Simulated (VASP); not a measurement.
A VASP 6.6.1 single-point calculation on CdTe

INCAR

```
EDIFF = 1E-7
PREC = Medium
ENCUT = 520
LASPH = .TRUE.
LREAL = .FALSE.
AMIX = 0.05
SIGMA = 0.02
NSW = 0
NBANDS = 16
ISMEAR = -1
LWAVE = .FALSE.
NELM = 120
IBRION = -1
GGA = PE
ISIF = 2
LCHARG = .FALSE.
```

KPOINTS

```
KPOINTS created by Atomic Simulation Environment
0
Gamma
6 6 6
0 0 0
```

POSCAR

```
Cd Te
 1.0000000000000000
     0.0000000000000000    3.3783537696999999    3.3783537696999999
     3.3783537696999999    0.0000000000000000    3.3783537696999999
     3.3783537696999999    3.3783537696999999    0.0000000000000000
 Cd  Te
   1   1
Cartesian
  0.0000000000000000  0.0000000000000000  0.0000000000000000
  1.6891768848500004  1.6891768848500004  1.6891768848500004
```

The recommended PBE PAW datasets give the neutral cell 18 valence electrons.

Command

```
mpirun -np 1 vasp_std
```

OSZICAR

```
N       E                     dE             d eps       ncg     rms          rms(c)
DAV:   1     0.972267420171E+02    0.97227E+02   -0.80509E+03   512   0.953E+02
DAV:   2    -0.135761730212E+01   -0.98584E+02   -0.94222E+02   624   0.230E+02
DAV:   3    -0.499020384923E+01   -0.36326E+01   -0.36278E+01   632   0.462E+01
DAV:   4    -0.502686178216E+01   -0.36658E-01   -0.36655E-01   776   0.391E+00
DAV:   5    -0.502696559284E+01   -0.10381E-03   -0.10381E-03   664   0.198E-01    0.436E+00
DAV:   6    -0.496979178922E+01    0.57174E-01   -0.10234E-02   624   0.106E+00    0.427E+00
DAV:   7    -0.477911312104E+01    0.19068E+00   -0.56944E-01   560   0.770E+00    0.384E+00
DAV:   8    -0.478066736664E+01   -0.15542E-02   -0.67475E-02   536   0.276E+00    0.149E+00
DAV:   9    -0.478126602088E+01   -0.59865E-03   -0.26170E-03   672   0.456E-01    0.668E-01
DAV:  10    -0.478167865635E+01   -0.41264E-03   -0.53257E-04   560   0.195E-01    0.447E-01
DAV:  11    -0.478121697532E+01    0.46168E-03   -0.16627E-03   592   0.305E-01    0.187E-01
DAV:  12    -0.478122110001E+01   -0.41247E-05   -0.55208E-05   592   0.409E-02    0.177E-01
DAV:  13    -0.478124660883E+01   -0.25509E-04   -0.86997E-06   672   0.249E-02    0.209E-01
DAV:  14    -0.478126794084E+01   -0.21332E-04   -0.66007E-05   560   0.650E-02    0.568E-02
DAV:  15    -0.478126868455E+01   -0.74371E-06   -0.81671E-06   648   0.168E-02    0.437E-02
DAV:  16    -0.478126855624E+01    0.12831E-06   -0.81134E-08   552   0.207E-03    0.471E-02
DAV:  17    -0.478127021386E+01   -0.16576E-05   -0.74172E-07   616   0.531E-03    0.142E-02
DAV:  18    -0.478127110541E+01   -0.89155E-06   -0.21653E-07   664   0.407E-03    0.136E-02
DAV:  19    -0.478127110071E+01    0.46925E-08   -0.49526E-09   312   0.400E-04
   1 F= -.47812711E+01 E0= -.47812709E+01  d E =-.308784E-06
```

Standard output (part)

```
POSCAR found type information on POSCAR CdTe
 POSCAR found :  2 types and       2 ions
 LDA part: xc-table for (Slater+PW92), standard interpolation
 POSCAR, INCAR and KPOINTS ok, starting setup
 WAVECAR not read
 entering main loop
```

From OUTCAR

```
k-points           NKPTS =     16   k-points in BZ     NKDIM =     16   number of bands    NBANDS=     16

   NELECT =      18.0000    total number of electrons

   dimension x,y,z NGX =    28 NGY =   28 NGZ =   28
   dimension x,y,z NGXF=    36 NGYF=   36 NGZF=   36

  energy-cutoff  :      520.00
  volume of cell :       77.12
      direct lattice vectors                 reciprocal lattice vectors
     0.000000000  3.378353770  3.378353770    -0.148001078  0.148001078  0.148001078
     3.378353770  0.000000000  3.378353770     0.148001078 -0.148001078  0.148001078
     3.378353770  3.378353770  0.000000000     0.148001078  0.148001078 -0.148001078

 k-points in reciprocal lattice and weights: KPOINTS created by Atomic Simulation Env
   0.00000000  0.00000000  0.00000000       0.005
   0.16666667  0.00000000  0.00000000       0.037
   0.33333333  0.00000000  0.00000000       0.037
   0.50000000  0.00000000  0.00000000       0.019
   0.16666667  0.16666667  0.00000000       0.028
   0.33333333  0.16666667  0.00000000       0.111
   0.50000000  0.16666667  0.00000000       0.111
  -0.33333333  0.16666667  0.00000000       0.111
   ...

 E-fermi :   1.5127

 k-point     1 :       0.0000    0.0000    0.0000
  band No.  band energies     occupation
      1      -9.2365      2.00000
      2      -6.6385      2.00000
      3      -6.6385      2.00000
      4      -6.6385      2.00000
      5      -6.4598      2.00000
      6      -6.4598      2.00000
      7       1.3009      1.99995
      8       1.3009      1.99995
      9       1.3009      1.99995
     10       1.7026      0.00015
     11       5.9598      0.00000
     12       5.9598      0.00000
     13       5.9599      0.00000
     14       8.5781      0.00000
     15      10.4328      0.00000
     16      10.4328      0.00000

 k-point     2 :       0.1667    0.0000    0.0000
  band No.  band energies     occupation
      1      -9.1633      2.00000
      2      -6.6258      2.00000
      3      -6.6258      2.00000
      4      -6.5683      2.00000
      5      -6.4604      2.00000
      6      -6.4604      2.00000
      7      -0.2914      2.00000
      8       1.1258      2.00000
      9       1.1258      2.00000
     10       2.8492      0.00000
     11       5.9641      0.00000
     12       6.2455      0.00000
     13       6.2455      0.00000
     14       9.5591      0.00000
     15       9.6929      0.00000
     16       9.6929      0.00000

 k-point     3 :       0.3333    0.0000    0.0000
  band No.  band energies     occupation
      1      -9.0181      2.00000
      2      -6.6038      2.00000
      3      -6.6038      2.00000
      4      -6.4575      2.00000
      5      -6.4575      2.00000
      6      -6.3590      2.00000
      7      -1.8167      2.00000
      8       0.8251      2.00000
      9       0.8251      2.00000
     10       3.0579      0.00000
     11       6.5204      0.00000
     12       6.5204      0.00000
     13       7.2078      0.00000
     14       9.3496      0.00000
     15      10.0231      0.00000
     16      10.0231      0.00000

 ...

  Total       -0.8617429     -0.8617429     -0.8617429      0.0000000     -0.0000000      0.0000000
  in kB      -17.9037049    -17.9037049    -17.9037049      0.0000000     -0.0000000      0.0000000
  external PRESSURE =     -17.9037049 kB  Pullay stress =       0.0000000 kB

 POSITION                                       TOTAL-FORCE (eV/Angst)
 -----------------------------------------------------------------------------------
      0.00000      0.00000      0.00000        -0.000000     -0.000000     -0.000000
      1.68918      1.68918      1.68918         0.000000      0.000000      0.000000
 -----------------------------------------------------------------------------------
    total drift:                               -0.000040     -0.000040     -0.000037

  FREE ENERGIE OF THE ION-ELECTRON SYSTEM (eV)
  ---------------------------------------------------
  free  energy   TOTEN  =        -4.7812711007 eV

  energy  without entropy=       -4.7812707919  energy(sigma->0) =       -4.78127095
```

It converged. Results: gap between bands v and c on the k mesh 0.40 eV; least direct gap on the k mesh 0.40 eV; pressure -1.8 GPa. Band v is the last that the valence electrons fill when counted band by band, and c is the next.

For comparison, a separate PBE run of the intended cell, on usual settings and not on those above, gives a gap of 0.40 eV on its mesh and a pressure of -1.8 GPa.

The run above took about 18 s on one core of a shared host (Intel Xeon Platinum 8488C) and held 0.14 GiB at most.
